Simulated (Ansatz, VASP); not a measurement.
## Cross-check of Mg19Zn13O32 (Zn0.4Mg0.6O, cubic rock salt) between VASP and Ansatz

One calculation is typed for both programs; each brings its own data sets. How far apart do they land? The cell is invented: As first built, before any earlier steps moved the atoms (in the runner's words): 2x2x2 conventional cells of the MgO type (64 atoms: 32 O, 19 Mg, 13 Zn); Mg/Zn share their sites, one random draw; start lattice by linear mixing of the end members' cells; atoms moved at random by 0.02 A. It may not be a known or stable phase. The structure shown is the end of the Ansatz relaxation below.

Method: plane waves, with VASP 6.6.1 beside it; single point at PBE, in Ansatz 0.2.0.

### Step 1. The starting structure

The cell holds 64 atoms: 32 O, 19 Mg and 13 Zn. Its edges and angles: a = 8.571 Å, b = 8.574 Å, c = 8.572 Å, α = 90.0°, β = 90.0°, γ = 90.1°. It derives from MgO (MgO type, space group 225), repeated 2×2×2. As first built, before any earlier steps moved the atoms (in the runner's words): 2x2x2 conventional cells of the MgO type (64 atoms: 32 O, 19 Mg, 13 Zn); Mg/Zn share their sites, one random draw; start lattice by linear mixing of the end members' cells; atoms moved at random by 0.02 A.

### Step 2. Ansatz: relaxation, PBE

Ansatz runs on its default PAW (the set named soft_2) files.

This run makes the geometry at which the two programs are then compared.

File input.yaml:

```yaml
crystal:
  lattice:
    - [8.56907, 0.0, 0.0]
    - [0.0, 8.56907, 0.0]
    - [0.0, 0.0, 8.56907]
  atoms:
    - { symbol: O, position: [0.24704, 0.00063, 0.00037] }
    - { symbol: O, position: [0.24956, 0.24413, 0.24874] }
    - { symbol: O, position: [0.99989, 0.00026, 0.24643] }
    - { symbol: O, position: [0.99888, 0.24772, 0.99811] }
    - { symbol: O, position: [0.25248, 0.99812, 0.49992] }
    - { symbol: O, position: [0.25206, 0.24864, 0.74974] }
    - { symbol: O, position: [0.00026, 0.00015, 0.74714] }
    - { symbol: O, position: [0.00018, 0.25317, 0.49639] }
    - { symbol: O, position: [0.25201, 0.50028, 0.9985] }
    - { symbol: O, position: [0.25467, 0.75178, 0.2472] }
    - { symbol: O, position: [0.00017, 0.50135, 0.24956] }
    - { symbol: O, position: [0.00159, 0.74984, 0.00156] }
    - { symbol: O, position: [0.25336, 0.49842, 0.50047] }
    - { symbol: O, position: [0.24892, 0.7503, 0.74723] }
    - { symbol: O, position: [0.99865, 0.49954, 0.7521] }
    - { symbol: O, position: [0.00267, 0.74691, 0.49815] }
    - { symbol: O, position: [0.75151, 0.99535, 0.99892] }
    - { symbol: O, position: [0.74977, 0.25293, 0.25161] }
    - { symbol: O, position: [0.49924, 0.99914, 0.24942] }
    - { symbol: O, position: [0.50356, 0.249, 0.99929] }
    - { symbol: O, position: [0.75082, 0.99972, 0.49954] }
    - { symbol: O, position: [0.7474, 0.24997, 0.74896] }
    - { symbol: O, position: [0.50272, 0.00152, 0.74994] }
    - { symbol: O, position: [0.50156, 0.24921, 0.50246] }
    - { symbol: O, position: [0.74999, 0.50136, 0.99699] }
    - { symbol: O, position: [0.75081, 0.74606, 0.24525] }
    - { symbol: O, position: [0.49929, 0.4979, 0.25038] }
    - { symbol: O, position: [0.50524, 0.74806, 0.99854] }
    - { symbol: O, position: [0.75048, 0.50115, 0.49959] }
    - { symbol: O, position: [0.74952, 0.75164, 0.75121] }
    - { symbol: O, position: [0.49759, 0.49982, 0.75008] }
    - { symbol: O, position: [0.49754, 0.75061, 0.498] }
    - { symbol: Mg, position: [0.00227, 0.00045, 0.00021] }
    - { symbol: Mg, position: [0.99862, 0.24972, 0.24534] }
    - { symbol: Mg, position: [0.24736, 0.25085, 0.99503] }
    - { symbol: Mg, position: [0.25198, 0.24592, 0.50177] }
    - { symbol: Mg, position: [0.99803, 0.50182, 0.00031] }
    - { symbol: Mg, position: [0.99641, 0.75292, 0.25336] }
    - { symbol: Mg, position: [0.24985, 0.49936, 0.24963] }
    - { symbol: Mg, position: [0.24772, 0.75256, 0.99873] }
    - { symbol: Mg, position: [0.24988, 0.49815, 0.74854] }
    - { symbol: Mg, position: [0.49702, 0.25293, 0.24964] }
    - { symbol: Mg, position: [0.75225, 3.0e-05, 0.24838] }
    - { symbol: Mg, position: [0.74924, 0.24869, 2.0e-05] }
    - { symbol: Mg, position: [0.49912, 0.9993, 0.49678] }
    - { symbol: Mg, position: [0.49812, 0.25386, 0.74843] }
    - { symbol: Mg, position: [0.74754, 0.00079, 0.75328] }
    - { symbol: Mg, position: [0.49661, 0.49951, 0.99852] }
    - { symbol: Mg, position: [0.74589, 0.75172, 0.99995] }
    - { symbol: Mg, position: [0.75017, 0.49824, 0.75106] }
    - { symbol: Mg, position: [0.74874, 0.74967, 0.49741] }
    - { symbol: Zn, position: [0.24716, 0.00312, 0.24882] }
    - { symbol: Zn, position: [0.00068, 0.99992, 0.49897] }
    - { symbol: Zn, position: [0.99881, 0.25147, 0.7493] }
    - { symbol: Zn, position: [0.24965, 5.0e-05, 0.75275] }
    - { symbol: Zn, position: [0.00159, 0.50089, 0.49868] }
    - { symbol: Zn, position: [0.99677, 0.75222, 0.75226] }
    - { symbol: Zn, position: [0.24967, 0.75126, 0.50182] }
    - { symbol: Zn, position: [0.50194, 0.00215, 0.99894] }
    - { symbol: Zn, position: [0.75354, 0.24709, 0.50201] }
    - { symbol: Zn, position: [0.50115, 0.75204, 0.25439] }
    - { symbol: Zn, position: [0.75346, 0.49733, 0.24606] }
    - { symbol: Zn, position: [0.50191, 0.49763, 0.49997] }
    - { symbol: Zn, position: [0.50196, 0.74616, 0.74508] }
kpoints:
  mp_grid: { grid: [3, 3, 3] }
hamiltonian:
  xc: pbe
scf:
  occupations: { method: fixed }
output:
  forces: true
  stress: true
relax:
  f_tol: 0.02
  max_steps: 45
  cell: { stress_tol: 0.1 }
```

Started as:

```sh
$ ansatz run input.yaml --threads 32 --pin off --max-ram 143360MiB --backend cuda --events-out ev --progress --plain --runs-dir out
```

Numbers of over 12 decimals in the logs are rounded to 6 here.

Output:

```text
Engine: ansatz 0.2.0, aarch64-unknown-linux-gnu
Pseudopotentials: kind: paw
Pseudopotential: O, paw, valence charge 6, recommended cutoff 420 eV (normal), O.paw.azcp
Pseudopotential: Mg, paw, valence charge 10, recommended cutoff 420 eV (normal), Mg.paw.azcp
Pseudopotential: Zn, paw, valence charge 12, recommended cutoff 420 eV (normal), Zn.paw.azcp
device memory: the entry about to start is reckoned to put 28.4 GiB on a device that reports 182.5 GiB free
GPU FFT provider: cuFFT
GPU libraries: cuBLAS 13.8.1, cuFFT 12.4.0, cuSOLVER 12.3.2
GPU matrix products: emulated (plane waves: as basis.precision tells), large ones in fixed point in workspaces of 1.00 GiB
Crystal: 64 atoms, lattice volume = 629.218 Å³
Basis set: ecut = 420 eV, 12293 PW (Γ), exchange–correlation on 120×120×120 points (8 copies of the dense FFT grid, shifted against one another)
Bands: 333, of which v1, the nominal top of the filled ones, is band 269 counted from 1 (268 counted from 0)
k-points: 14 of 27 (time reversal used)
GPU buffer pool allocated for 216000 grid points (all kernels)
GPU transforms: local potential and band sums: pruned to the plane-wave sphere, on 60×60×60
relax step   1: F+E_penalty+E_count = -97913.37941850 eV  Δ(F+E_penalty+E_count) = +0.000e0 eV  max|allowed force component| = 9.137e-1 eV/Å  Δτ_max = 0.0000 Å  P = +0.640 GPa  Ω = 629.218 Å³  (8 SCF iters, dr2 threshold 1.00e-7 eV, accepted)
[...]
relax step   2: F+E_penalty+E_count = -97913.76701878 eV  Δ(F+E_penalty+E_count) = -3.876e-1 eV  max|allowed force component| = 4.094e-1 eV/Å  Δτ_max = 0.0447 Å  P = +0.135 GPa  Ω = 630.139 Å³  energy of the carried Pulay correction = -4.052e-3 eV  (6 SCF iters, dr2 threshold 6.40e-6 eV, accepted)
[...]
relax step   3: F+E_penalty+E_count = -97913.92241486 eV  Δ(F+E_penalty+E_count) = -1.554e-1 eV  max|allowed force component| = 1.323e-2 eV/Å  Δτ_max = 0.0509 Å  P = +0.114 GPa  Ω = 629.480 Å³  energy of the carried Pulay correction = -1.154e-3 eV  (7 SCF iters, dr2 threshold 6.40e-6 eV, accepted)
[...]
relax step   4: F+E_penalty+E_count = -97913.92524793 eV  Δ(F+E_penalty+E_count) = -2.833e-3 eV  max|allowed force component| = 2.863e-3 eV/Å  Δτ_max = 0.0062 Å  P = -0.011 GPa  Ω = 629.934 Å³  energy of the carried Pulay correction = -3.148e-3 eV  (6 SCF iters, dr2 threshold 3.22e-7 eV, accepted)
[...]
relax step   5: F+E_penalty+E_count = -97913.92716839 eV  Δ(F+E_penalty+E_count) = -1.920e-3 eV  max|allowed force component| = 2.848e-3 eV/Å  Δτ_max = 0.0000 Å  P = -0.015 GPa  Ω = 629.934 Å³  stress off target by 2.42e-2 GPa  SCF on the basis re-selected at this cell (its energy is not comparable with the rows above)  (5 SCF iters)
basis re-selected at this cell: Δ(F+E_penalty+E_count) = -1.920e-3 eV, ΔP = -0.004 GPa vs the last step (what re-selecting the basis moved, of the pressure what is left beyond the Pulay correction that the steps carried, after the strain that the cell walked since its last selection, with what the two solves' SCF thresholds leave and, on support functions, any second-order correction that the steps lacked; it is no m [...]
SCF converged after 5 iterations
Free energy (F): -97913.927168 eV
Internal energy: -97913.927168 eV  (E = F + TS)
E sigma→0 (E₀):  -97913.927168 eV
Fermi energy:    8.817153 eV
--- Forces (eV/Å), atoms counted from 1 ---
  max |Σ_I F_I| component: 1.76e-4 eV/Å
--- Stress (GPa, compression-positive) ---
       -0.009364      -0.004567       0.000527
       -0.004567      -0.022768       0.000011
        0.000527       0.000011      -0.011484
  P = ⅓ Tr σ = -0.0145 GPa (-0.145 kbar)
--- Band table (eV; the first three rows and the last of 14) ---
--- Relaxed structure (4 steps of the walk, 4 accepted, 1 SCFs on fresh bases) ---
  F+E_penalty+E_count = -97913.92716839 eV   max|allowed force component| = 2.848e-3 eV/Å   (the final SCF, on the basis selected at the relaxed cell)
  cell:  # Å, volume = 629.9335 Å³
    - [8.571419, -0.00497907, -5.792178055180554e-5]
    - [-0.00497907, 8.573914, -0.00118242]
    - [-5.792178055180554e-5, -0.00118242, 8.571623]
  atoms:
    [... one line an atom ...]
```

### Step 3. VASP: single point, PBE

The same cell, functional and mesh now go to VASP, with its own data sets.

Lines of VASP's logs that name or quote its potential files are left out, and so is its time.

File INCAR:

```
SYSTEM = Mg19Zn13O32
PREC = Accurate
ENCUT = 520
EDIFF = 1E-06
NELM = 120
ISMEAR = 0
SIGMA = 0.01
LREAL = Auto
ALGO = Normal
GGA = PE
NBANDS = 240
LORBIT = 11
LWAVE = .FALSE.
LCHARG = .FALSE.
ISIF = 2
LASPH = .TRUE.
GGA_COMPAT = .FALSE.
EFERMI = MIDGAP
KPAR = 8
```

File POSCAR:

```
Mg19Zn13O32
1.0
    8.5714190000     -0.0049790000     -0.0000580000
   -0.0049790000      8.5739140000     -0.0011820000
   -0.0000580000     -0.0011820000      8.5716230000
O Mg Zn
32 19 13
Direct
    0.2475900000      0.0001500000      0.9987600000
    0.2499600000      0.2534200000      0.2496100000
    0.9969500000      0.0003200000      0.2465500000
    0.0004400000      0.2500400000      0.0032200000
    0.2521800000      0.0019200000      0.4998200000
    0.2530700000      0.2534200000      0.7494400000
    0.9971600000      0.0004200000      0.7517500000
    0.0021600000      0.2493000000      0.4964800000
    0.2502100000      0.5005800000      0.9988000000
    0.2473900000      0.7473500000      0.2467300000
    0.0029200000      0.4997800000      0.2463100000
    0.0003800000      0.7502100000      0.0030800000
    0.2500900000      0.4972700000      0.4998900000
    0.2503000000      0.7472800000      0.7517800000
    0.0000600000      0.4995400000      0.7522400000
    0.9975800000      0.7499300000      0.4963800000
    0.7533700000      0.9994700000      0.9986000000
    0.7499100000      0.2468600000      0.2465400000
    0.5028500000      0.0031200000      0.2520100000
    0.4998900000      0.2529700000      0.9998600000
    0.7465900000      0.9959500000      0.4997200000
    0.7468500000      0.2497200000      0.7520500000
    0.5032300000      0.0029300000      0.7465300000
    0.4965400000      0.2461200000      0.4989900000
    0.7504400000      0.5004500000      0.9954300000
    0.7533600000      0.7526700000      0.2492400000
    0.4977800000      0.4967300000      0.2467000000
    0.5004500000      0.7476400000      0.9999400000
    0.7497400000      0.5022100000      0.5020400000
    0.7501400000      0.7496300000      0.7491600000
    0.5002700000      0.4964700000      0.7520400000
    0.5021800000      0.7520800000      0.4986500000
    0.0003900000      0.9999800000      0.9991500000
    0.9997500000      0.2500500000      0.2500100000
    0.2502200000      0.2501600000      0.9993600000
    0.2491800000      0.2493800000      0.4998200000
    0.0005500000      0.5003100000      0.9993900000
    0.0005800000      0.7501800000      0.2498600000
    0.2505000000      0.5005200000      0.2498700000
    0.2509100000      0.7508900000      0.9992600000
    0.2500500000      0.5005900000      0.7487800000
    0.5000500000      0.2499900000      0.2498500000
    0.7498400000      0.9996400000      0.2496000000
    0.7502000000      0.2499600000      0.9992700000
    0.4991400000      0.9987600000      0.4993000000
    0.4998500000      0.2496900000      0.7490600000
    0.7502400000      0.9997400000      0.7486900000
    0.5001500000      0.5002300000      0.9992900000
    0.7500800000      0.7500500000      0.9994000000
    0.7503100000      0.4994400000      0.7485100000
    0.7499000000      0.7488900000      0.4989900000
    0.2496900000      0.0009400000      0.2491400000
    0.9991100000      0.9994600000      0.4989700000
    0.0001000000      0.2501900000      0.7504600000
    0.2504400000      0.0004200000      0.7493000000
    0.0000600000      0.4996300000      0.4989500000
    0.9997500000      0.7498300000      0.7503900000
    0.2498300000      0.7497900000      0.4992300000
    0.5012900000      0.0010900000      0.9992400000
    0.7489800000      0.2486700000      0.4993900000
    0.5003500000      0.7499800000      0.2492800000
    0.7505300000      0.4998700000      0.2481700000
    0.4997100000      0.4987800000      0.4995800000
    0.5007600000      0.7494500000      0.7493500000
```

File KPOINTS:

```
Automatic mesh
0
Gamma
3 3 3
0 0 0
```

Potentials, in the order of the species: O, Mg and Zn (PBE family, release 64).

Started as:

```sh
$ mpirun -np 8 vasp_std
```

Output:

```text
[banner, memory and clock lines left out]
running    8 mpi-ranks, on    1 nodes
[...]
|                                                                             |
|           W    W    AA    RRRRR   N    N  II  N    N   GGGG   !!!           |
|           W    W   A  A   R    R  NN   N  II  NN   N  G    G  !!!           |
|           W    W  A    A  R    R  N N  N  II  N N  N  G       !!!           |
|           W WW W  AAAAAA  RRRRR   N  N N  II  N  N N  G  GGG   !            |
|           WW  WW  A    A  R   R   N   NN  II  N   NN  G    G                |
|           W    W  A    A  R    R  N    N  II  N    N   GGGG   !!!           |
|                                                                             |
|     For optimal performance we recommend to set                             |
|       NCORE = 2 up to number-of-cores-per-socket                            |
|     NCORE specifies how many cores store one orbital (NPAR=cpu/NCORE).      |
|     This setting can greatly improve the performance of VASP for DFT.       |
|     The default, NCORE=1 might be grossly inefficient on modern             |
|     multi-core architectures or massively parallel machines. Do your        |
|     Unfortunately you need to use the default for GW and RPA                |
|     calculations (for HF NCORE is supported but not extensively tested      |
|     yet).                                                                   |
|                                                                             |

 LDA part: xc-table for (Slater+PW92), standard interpolation
 POSCAR, INCAR and KPOINTS ok, starting setup
[...]
entering main loop
       N       E                     dE             d eps       ncg     rms          rms(c)
DAV:   1     0.506749740357E+04    0.50675E+04   -0.16537E+05  6728   0.196E+03
DAV:   2     0.774113749483E+03   -0.42934E+04   -0.40394E+04  6800   0.537E+02
DAV:   3    -0.294190378460E+03   -0.10683E+04   -0.10314E+04  7256   0.239E+02
DAV:   4    -0.388993493478E+03   -0.94803E+02   -0.93665E+02  7928   0.799E+01
[...]
DAV:  17    -0.338789026481E+03   -0.33962E-05   -0.64248E-05  9800   0.414E-02    0.166E-02
DAV:  18    -0.338789024901E+03    0.15809E-05   -0.60201E-06  7560   0.200E-02    0.958E-03
DAV:  19    -0.338789024872E+03    0.28325E-07   -0.70656E-06  6928   0.100E-02
   1 F= -.33878902E+03 E0= -.33878902E+03  d E =0.000000E+00
```

From OUTCAR (step 3):

```text
  Total       -0.3434118     -0.3974948     -0.3655477     -0.0146955      0.0020213      0.0004571
  in kB       -0.8734359     -1.0109910     -0.9297366     -0.0373765      0.0051409      0.0011625
  external PRESSURE =      -0.9380545 kB  Pullay stress =       0.0000000 kB

 POSITION                                       TOTAL-FORCE (eV/Angst)
 -----------------------------------------------------------------------------------
      2.12214     -0.00113      8.56098        -0.035883     -0.000300      0.005486
      2.14124      2.17126      2.13925        -0.000438      0.037235      0.001062
      8.54526     -0.00251      2.11328        -0.039079     -0.000320     -0.040397
      0.00253      2.14382      0.02731        -0.000503      0.000702      0.040909
      2.16150      0.01462      4.28425         0.037586      0.037256     -0.000778
      2.16786      2.17066      6.42360         0.038820      0.036852     -0.000218
      8.54703     -0.00225      6.44366        -0.036044     -0.000986      0.036886
      0.01724      2.13688      4.25534         0.040937      0.000265     -0.037520
      2.14210      4.28950      8.56073        -0.001353     -0.002334      0.007546
      2.11675      6.40619      2.11398        -0.042050     -0.040389     -0.039667
      0.02253      4.28477      2.11069         0.041144      0.001041     -0.039309
     -0.00048      6.43223      0.02551         0.000570     -0.000368      0.039772
      2.14112      4.26171      4.28427        -0.002172     -0.032780     -0.000281
      2.14166      6.40498      6.44308        -0.001087     -0.039680      0.039115
[...]
-----------------------------------------------------------------------------------
    total drift:                                0.001796      0.000727     -0.026475

  FREE ENERGIE OF THE ION-ELECTRON SYSTEM (eV)
  ---------------------------------------------------
  free  energy   TOTEN  =      -338.7890248722 eV

  energy  without entropy=     -338.7890248722  energy(sigma->0) =     -338.78902487

[... 1 further part left out ...]
```

The run ends at a pressure of -0.09 GPa, with forces up to 0.071 eV/Å.

### Step 4. Side by side

Known differences besides the potentials themselves: fixed occupations in Ansatz, narrow Gaussian smearing in VASP; the data sets hold 538 valence electrons in Ansatz (on its default PAW (the set named soft_2) files) and 386 in VASP; the cutoff is 420 eV in Ansatz and 520 eV in VASP (PREC = Accurate, projectors in real space). Total energies have different zeros and are not compared.

Both answers:

```
              quantity  Ansatz   VASP  difference
gap on the k mesh (eV)   2.297  2.270      +0.028
```

A gap on the mesh is an upper bound, since the band edges may lie between its points.

### Step 5. What came out

| Quantity | Value |
| --- | --- |
| difference in gap on the k mesh (single point, PBE) | 0.028 eV |

In words: The difference in gap on the k mesh is 0.028 eV (single point, PBE), within the 0.08 eV picked in this series as the mark of a large difference. The data sets hold unlike numbers of valence electrons (538 in Ansatz and 386 in VASP), so part of the differences comes from the potentials. How closely two codes agree says nothing of how well the functional describes the real material.

[Lines on the potential files, build, host, timing and source positions are cut from VASP's logs without a mark.]

[Logs are printed without paths, hosts, clocks, repeated set-up lines and the standing remarks that a program may print on its own settings, such as how far it seeks lower states.]

[Hosts, paths, dates, database ids (printed as entryN), source tags and the programs' standing remarks are cut or masked in the printed files.]
